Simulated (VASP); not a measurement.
# Ta (Im-3m) in VASP: notebook

Runs on Ta. Level: PBEsol. Tasks: relaxation of the atoms.

Everything below comes from runs of VASP 6.6.1. Logs are shortened: lines on timing, memory, paths and dates and some standing lists are left out, and cuts for length are marked.

## 1. The structure

The structure is cubic, space group Im-3m (No. 229). The conventional cell has a = 3.283 Å, b = 3.283 Å, c = 3.283 Å, α = 90.00°, β = 90.00°, γ = 90.00°. Ta (site symmetry m-3m) has 8 Ta at 2.84 Å as nearest neighbours.

## 2. Relaxation of the atoms, PBEsol (a relaxed cell with its volume scaled by 0.96)

Contents of INCAR:

```
SYSTEM = Ta
PREC = Accurate
ENCUT = 600
EDIFF = 1E-7
ISMEAR = 1
SIGMA = 0.1
LREAL = .FALSE.
LASPH = .TRUE.
NELM = 80
ALGO = Normal
ISIF = 2
LWAVE = .FALSE.
LCHARG = .FALSE.
GGA = PS
IBRION = 2
NSW = 40
EDIFFG = -0.01
```

Contents of KPOINTS:

```
Automatic mesh
0
G
  16 16 16
  0 0 0
```

Contents of POSCAR:

```
Ta                                      
1.0
   -1.6194977109      1.6194977109      1.6194977109
    1.6194977109     -1.6194977109      1.6194977109
    1.6194977109      1.6194977109     -1.6194977109
  Ta            
     1
Direct
     0.0000000000000000    0.0000000000000000    0.0000000000000000
```

Potentials or basis: VASP PAW PBE potentials, release 64 (Ta_pv).

Command:

```
cat potpaw_PBE.64/Ta_pv/POTCAR > POTCAR
mpirun -np 1 vasp_std > vasp.out
```

OUTCAR:

```text
SYSTEM = Ta
   PREC = Accurate
   ENCUT = 600
   EDIFF = 1E-7
   ISMEAR = 1
   LREAL = .FALSE.
   LASPH = .TRUE.
   NELM = 80
   ISIF = 2
   GGA = PS
   IBRION = 2
   NSW = 40
   EDIFFG = -0.01

 ion  position               nearest neighbor table
   1  0.000  0.000  0.000-

  LATTYP: Found a body centered cubic cell.
 ALAT       =     3.2389954218

  Lattice vectors:

 A1 = (  -1.6194977109,   1.6194977109,   1.6194977109)
 A2 = (   1.6194977109,  -1.6194977109,   1.6194977109)
 A3 = (   1.6194977109,   1.6194977109,  -1.6194977109)

Analysis of symmetry for initial positions (statically):
=====================================================================
 Subroutine PRICEL returns:
 Original cell was already a primitive cell.

 Routine SETGRP: Setting up the symmetry group for a
 body centered cubic supercell.

 Subroutine GETGRP returns: Found 48 space group operations
 (whereof 48 operations were pure point group operations)
 out of a pool of 48 trial point group operations.

The static configuration has the point symmetry O_h .

Analysis of symmetry for dynamics (positions and initial velocities):
=====================================================================
 Subroutine PRICEL returns:
 Original cell was already a primitive cell.

 Routine SETGRP: Setting up the symmetry group for a
 body centered cubic supercell.

 Subroutine GETGRP returns: Found 48 space group operations
 (whereof 48 operations were pure point group operations)
 out of a pool of 48 trial point group operations.

The dynamic configuration has the point symmetry O_h .

 Subroutine INISYM returns: Found 48 space group operations
 (whereof 48 operations are pure point group operations),
 and found     1 'primitive' translations

----------------------------------------------------------------------------------------

                                     Primitive cell

  volume of cell :      16.9903

  direct lattice vectors                    reciprocal lattice vectors
    -1.619497711  1.619497711  1.619497711     0.000000000  0.308737701  0.308737701
     1.619497711 -1.619497711  1.619497711     0.308737701  0.000000000  0.308737701
     1.619497711  1.619497711 -1.619497711     0.308737701  0.308737701  0.000000000

  length of vectors
     2.805052318  2.805052318  2.805052318     0.436621044  0.436621044  0.436621044

  position of ions in fractional coordinates (direct lattice)
     0.000000000  0.000000000  0.000000000

  ion indices of the primitive-cell ions
   primitive index   ion index
                 1           1

----------------------------------------------------------------------------------------

 KPOINTS: Automatic mesh

Automatic generation of k-mesh.
 Grid dimensions read from file:
 generate k-points for:   16   16   16

 Generating k-lattice:

  Cartesian coordinates                     Fractional coordinates (reciprocal lattice)
     0.000000000  0.019296106  0.019296106     0.062500000  0.000000000  0.000000000
     0.019296106  0.000000000  0.019296106     0.000000000  0.062500000  0.000000000
     0.019296106  0.019296106  0.000000000     0.000000000  0.000000000  0.062500000

  Length of vectors
     0.027288815  0.027288815  0.027288815

  Shift w.r.t. Gamma in fractional coordinates (k-lattice)
     0.000000000  0.000000000  0.000000000

 Subroutine IBZKPT returns following result:
 ===========================================

 Found    145 irreducible k-points:

 Following reciprocal coordinates:
            Coordinates               Weight
  0.000000  0.000000  0.000000      1.000000
  0.062500  0.000000  0.000000     12.000000
  0.125000  0.000000  0.000000     12.000000
  0.187500  0.000000  0.000000     12.000000
  0.250000  0.000000  0.000000     12.000000
  0.312500  0.000000  0.000000     12.000000
[... 16 lines left out ...]
  0.187500  0.187500  0.000000     24.000000
  0.250000  0.187500  0.000000     48.000000
 [... further k-points ...]
   k-points           NKPTS =    145   k-points in BZ     NKDIM =    145   number of bands    NBANDS=      9
   number of dos      NEDOS =    301   number of ions     NIONS =      1
   total plane-waves  NPLWV =  13824
   dimension x,y,z NGX =    24 NGY =   24 NGZ =   24
   dimension x,y,z NGXF=    48 NGYF=   48 NGZF=   48
   ions per type =               1
   NGX,Y,Z   is equivalent  to a cutoff of  14.22, 14.22, 14.22 a.u.
   NGXF,Y,Z  is equivalent  to a cutoff of  28.45, 28.45, 28.45 a.u.
 SYSTEM =  Ta
   PREC   = accura    normal or accurate (medium, high low for compatibility)
   ISTART =      0    job   : 0-new  1-cont  2-samecut
   ICHARG =      2    charge: 1-file 2-atom 10-const
   ISPIN  =      1    spin polarized calculation?
   LNONCOLLINEAR =      F non collinear calculations
   LSORBIT =      F    spin-orbit coupling
   LASPH  =      T    aspherical Exc in radial PAW
   ENCUT  =  600.0 eV  44.10 Ry    6.64 a.u.   5.60  5.60  5.60*2*pi/ulx,y,z
   NELM   =     80;   NELMIN=  2; NELMDL= -5     # of ELM steps
   EDIFF  = 0.1E-06   stopping-criterion for ELM
   LREAL  =      F    real-space projection
   EDIFFG = -.1E-01   stopping-criterion for IOM
   NSW    =     40    number of steps for IOM
   IBRION =      2    ionic relax: 0-MD 1-quasi-New 2-CG
   NFREE  =      1    steps in history (QN), initial steepest desc. (CG)
   ISIF   =      2    stress and relaxation
   ISYM   =      2    0-nonsym 1-usesym 2-fastsym
   POTIM  = 0.5000    time-step for ionic-motion
   TEBEG  =    0.0;   TEEND  =   0.0 temperature during run
   PSTRESS=    0.0 pullay stress
   NELECT =      11.0000    total number of electrons
   NUPDOWN=      -1.0000    fix difference up-down
   EMIN   =  10.00;   EMAX   =-10.00  energy-range for DOS
   EFERMI =   0.00;   METHOD = LEGACY
   ISMEAR =     1;   SIGMA  =   0.10  broadening in eV -4-tet -1-fermi 0-gaus
   EFERMI_NEDOS =   21; number of points for ismear=-14 and -15
   IALGO  =     38    algorithm
   IMIX   =      4    mixing-type and parameters
     AMIX     =   0.40;   BMIX     =  1.00
     AMIX_MAG =   1.60;   BMIX_MAG =  1.00
  volume/ion in A,a.u.               =      16.99       114.66
  Fermi-wavevector in a.u.,A,eV,Ry     =   1.416246  2.676317 27.289926  2.005753
  Thomas-Fermi vector in A             =   2.537601
   LORBIT       =      0    0 simple, 1 ext, 2 COOP (PROOUT), +10 PAW based schemes
   GGA     = PS    functional components
   LHFCALC =     F    Hartree Fock is set to
   AEXX    =    0.0000 exact exchange contribution
   IVDW    =     0    specifies the selected vdW correction
   LEPSILON=     F    determine dielectric tensor
   LRPA    =     F    only Hartree local field effects (RPA)
 conjugate gradient relaxation of ions
 non-spin polarized calculation
 Methfessel and Paxton  Order N= 1 SIGMA  =   0.10
  energy-cutoff  :      600.00
  volume of cell :       16.99
 maximum number of plane-waves:       586
   NGX = 11   NGY = 11   NGZ = 11

 number of electron      10.9999999 magnetization

 Free energy of the ion-electron system (eV)
  ---------------------------------------------------
  ext. energy  EPLUGINS =         0.00000000
  ---------------------------------------------------
  free energy    TOTEN  =       -12.52785738 eV

  energy without entropy =      -12.52713880  energy(sigma->0) =      -12.52761785

 E-fermi :   5.7788     XC(G=0): -13.0299

 val. band max:        5.7678053473   @ k =  -0.3125   0.4375   0.1250
 cond. band min:       5.7846101286   @ k =  -0.4375   0.4375   0.1875
 fundamental gap:      0.0168047813
 Fermi energy:         5.7787591847

 k-point     1 :       0.0000    0.0000    0.0000
  band No.  band energies     occupation
      1     -26.9880      2.00000
      2     -26.9880      2.00000
      3     -26.9880      2.00000
      4      -2.3494      2.00000
      5       6.5165     -0.00000
      6       6.5165     -0.00000
      7       6.5165     -0.00000
      8       9.9992      0.00000
      9       9.9992      0.00000

 k-point     2 :       0.0625    0.0000    0.0000
  band No.  band energies     occupation
      1     -27.0480      2.00000
      2     -27.0061      2.00000
      3     -26.9884      2.00000
      4      -2.1606      2.00000
      5       6.3924     -0.00000
      6       6.4810     -0.00000
      7       6.7019     -0.00000
      8       9.7940      0.00000
      9       9.9985      0.00000

 k-point     3 :       0.1250    0.0000    0.0000
  band No.  band energies     occupation
      1     -27.2161      2.00000
      2     -27.0573      2.00000
      3     -26.9896      2.00000
      4      -1.6218      2.00000
      5       6.0587     -0.00055
      6       6.3231     -0.00000
      7       7.2507     -0.00000
      8       9.4133      0.00000
      9      10.0106      0.00000

 k-point     4 :       0.1875    0.0000    0.0000
  band No.  band energies     occupation
      1     -27.4601      2.00000
      2     -27.1330      2.00000
      3     -26.9914      2.00000
      4      -0.8220      2.00000
      5       5.6050      2.03390
      6       5.9922     -0.01011
      7       8.1407      0.00000
      8       9.2444      0.00000
      9      10.0678      0.00000
[... 205 lines left out ...]
 k-point    22 :       0.4375    0.1250    0.0000
  band No.  band energies     occupation
      1     -28.3462      2.00000
      2     -27.5181      2.00000
      3     -27.0757      2.00000
      4       1.6761      2.00000
      5       4.1767      2.00000
      6       6.8069     -0.00000
      7       9.7050      0.00000
      8      11.3435      0.00000
      9      14.9019      0.00000

 k-point    23 :       0.1875    0.1875    0.0000
  band No.  band energies     occupation
      1     -27.9733      2.00000
      2     -27.3341      2.00000
      3     -27.0935      2.00000
      4       1.3649      2.00000
      5       4.6810      2.00000
      6       5.0890      2.00000
      7       9.0269      0.00000
      8      10.8702      0.00000
      9      11.4756      0.00000

 k-point    24 :       0.2500    0.1875    0.0000
  band No.  band energies     occupation
      1     -28.1135      2.00000
      2     -27.4537      2.00000
      3     -27.1126      2.00000
      4       2.0011      2.00000
      5       4.4105      2.00000
      6       5.1745      2.00000
      7       9.3107      0.00000
      8      10.9618      0.00000
      9      13.0358      0.00000

 [... further k-points ...]

------------------------ aborting loop because EDIFF is reached ----------------------------------------

  FORCE on cell =-STRESS in cart. coord.  units (eV):
  Direction    XX          YY          ZZ          XY          YZ          ZX
  --------------------------------------------------------------------------------------
  -------------------------------------------------------------------------------------
  Total        0.9405187      0.9405187      0.9405187      0.0000000      0.0000000     -0.0000000
  in kB       88.6904773     88.6904773     88.6904773      0.0000000      0.0000000     -0.0000000
  external PRESSURE =      88.6904773 kB  Pullay stress =       0.0000000 kB

 VOLUME and BASIS-vectors are now :
 -----------------------------------------------------------------------------
  energy-cutoff  :      600.00
  volume of cell :       16.99
      direct lattice vectors                 reciprocal lattice vectors
    -1.619497711  1.619497711  1.619497711     0.000000000  0.308737701  0.308737701
     1.619497711 -1.619497711  1.619497711     0.308737701  0.000000000  0.308737701
     1.619497711  1.619497711 -1.619497711     0.308737701  0.308737701  0.000000000

 POSITION                                       TOTAL-FORCE (eV/Angst)
 -----------------------------------------------------------------------------------
      0.00000      0.00000      0.00000        -0.000000      0.000000     -0.000000
 -----------------------------------------------------------------------------------
    total drift:                                0.000000      0.000000      0.000000

  FREE ENERGIE OF THE ION-ELECTRON SYSTEM (eV)
  ---------------------------------------------------
  free  energy   TOTEN  =       -12.5278573811 eV

  energy  without entropy=      -12.5271388002  energy(sigma->0) =      -12.52761785

 reached required accuracy - stopping structural energy minimisation
```

It took 7.3 s on 1 thread of Intel Xeon 6975P-C (Granite Rapids), shared host; peak memory 0.16 GiB.

Results:

- Free energy: -12.5279 eV
- Pressure after relaxing: 8.9 GPa
- Band gap on the k mesh: none (metal or under the smearing width)

Final structure:
```yaml
crystal:
  lattice:
    - [-1.61950, 1.61950, 1.61950]
    - [1.61950, -1.61950, 1.61950]
    - [1.61950, 1.61950, -1.61950]
  atoms:
    - { symbol: Ta, position: [0.00000, 0.00000, 0.00000] }
```

Levels at points of the mesh, in eV from the Fermi level:
```tsv
k point	band 2	band 3	band 4	band 5	band 6	band 7	band 8	band 9
(0.00, 0.00, 0.00)	-32.77	-32.77	-8.13	0.74	0.74	0.74	4.22	4.22
(0.50, 0.00, 0.00)	-33.22	-32.78	-4.64	-1.71	1.92	4.14	5.24	8.42
(0.50, 0.50, 0.50)	-33.75	-33.75	-4.15	-4.15	7.36	7.36	7.36	9.24
```

Caveat: the relaxation stopped at its first step, so nothing moved; the PAW data sets were made with another functional, which shifts forces and pressure a little. Spin-orbit coupling is left out, which matters for the levels of Ta.

## 3. Relaxation of the atoms, PBEsol (a relaxed cell with its volume scaled by 0.98)

INCAR is that of step 2.

KPOINTS is that of step 2.

Contents of POSCAR:

```
Ta                                      
1.0
   -1.6306670136      1.6306670136      1.6306670136
    1.6306670136     -1.6306670136      1.6306670136
    1.6306670136      1.6306670136     -1.6306670136
  Ta            
     1
Direct
     0.0000000000000000    0.0000000000000000    0.0000000000000000
```

Potentials or basis: VASP PAW PBE potentials, release 64 (Ta_pv).

Command:

```
cat potpaw_PBE.64/Ta_pv/POTCAR > POTCAR
mpirun -np 1 vasp_std > vasp.out
```

It took 8.2 s on 1 thread of Intel Xeon 6975P-C (Granite Rapids), shared host; peak memory 0.16 GiB.

It converged, with:

```yaml
Free_energy: -12.5423 eV
Pressure_after_relaxing: 4.2 GPa
Band_gap_on_the_k_mesh: none (metal or under the smearing width)
```

Final structure:
```
Ta
1.0
    -1.63067    1.63067    1.63067
     1.63067   -1.63067    1.63067
     1.63067    1.63067   -1.63067
Ta
1
Direct
  0.00000 0.00000 0.00000
```

Levels at points of the mesh, in eV from the Fermi level:
| k point | band 2 | band 3 | band 4 | band 5 | band 6 | band 7 | band 8 | band 9 |
| --- | --- | --- | --- | --- | --- | --- | --- | --- |
| (0.00, 0.00, 0.00) | -32.85 | -32.85 | -8.05 | 0.74 | 0.74 | 0.74 | 4.15 | 4.15 |
| (0.50, 0.00, 0.00) | -33.28 | -32.86 | -4.54 | -1.65 | 1.82 | 4.05 | 5.13 | 8.21 |
| (0.50, 0.50, 0.50) | -33.78 | -33.78 | -4.02 | -4.02 | 7.18 | 7.18 | 7.18 | 9.04 |

Caveat: the relaxation stopped at its first step, so nothing moved; the PAW data sets were made with another functional, which shifts forces and pressure a little. Spin-orbit coupling is left out, which matters for the levels of Ta.

## 4. Relaxation of the atoms, PBEsol

INCAR is that of step 3.

KPOINTS is that of step 3.

Contents of POSCAR:

```
Ta                                      
1.0
   -1.6416853682      1.6416853682      1.6416853682
    1.6416853682     -1.6416853682      1.6416853682
    1.6416853682      1.6416853682     -1.6416853682
  Ta            
     1
Direct
     0.0000000000000000    0.0000000000000000    0.0000000000000000
```

Command:

```
cat potpaw_PBE.64/Ta_pv/POTCAR > POTCAR
mpirun -np 1 vasp_std > vasp.out
```

Run time: 7.6 s. Hardware: 1 thread of Intel Xeon 6975P-C (Granite Rapids), shared host; peak memory 0.16 GiB.

Results (log left out):

```
Free energy             : -12.5468 eV
Pressure after relaxing : 0.0 GPa
Band gap on the k mesh  : none (metal or under the smearing width)
```

Final structure:
```yaml
crystal:
  lattice:
    - [-1.64169, 1.64169, 1.64169]
    - [1.64169, -1.64169, 1.64169]
    - [1.64169, 1.64169, -1.64169]
  atoms:
    - { symbol: Ta, position: [0.00000, 0.00000, 0.00000] }
```

Levels at points of the mesh, in eV from the Fermi level:
```csv
k point,band 1,band 2,band 3,band 4,band 5,band 6,band 7,band 8,band 9
"(0.00, 0.00, 0.00)",-32.93,-32.93,-32.93,-7.97,0.74,0.74,0.74,4.08,4.08
"(0.50, 0.00, 0.00)",-34.18,-33.34,-32.94,-4.44,-1.58,1.72,3.97,5.02,8.00
"(0.50, 0.50, 0.50)",-33.80,-33.80,-33.80,-3.89,-3.89,7.01,7.01,7.01,8.85
```

Caveat: the relaxation stopped at its first step, so nothing moved; the PAW data sets were made with another functional, which shifts forces and pressure a little.

## 5. Summary

| cell | gap on the mesh (eV) | pressure (GPa) |
| --- | --- | --- |
| atoms relaxed from: a relaxed cell with its volume scaled by 0.96 | none | 8.9 |
| atoms relaxed from: a relaxed cell with its volume scaled by 0.98 | none | 4.2 |
| atoms relaxed | none | 0.0 |

Alike in all rows: task relaxation of the atoms; level PBEsol; potentials or basis VASP PAW PBE potentials, release 64 (Ta_pv); no spin polarisation; k mesh 16 × 16 × 16; cutoff (eV) 600; smearing methfessel-paxton 0.1 eV.

Caveats: the relaxation stopped at its first step, so nothing moved; the PAW data sets were made with another functional, which shifts forces and pressure a little.

Total energies depend on the potentials used, so only differences within one code and one set of settings carry meaning.
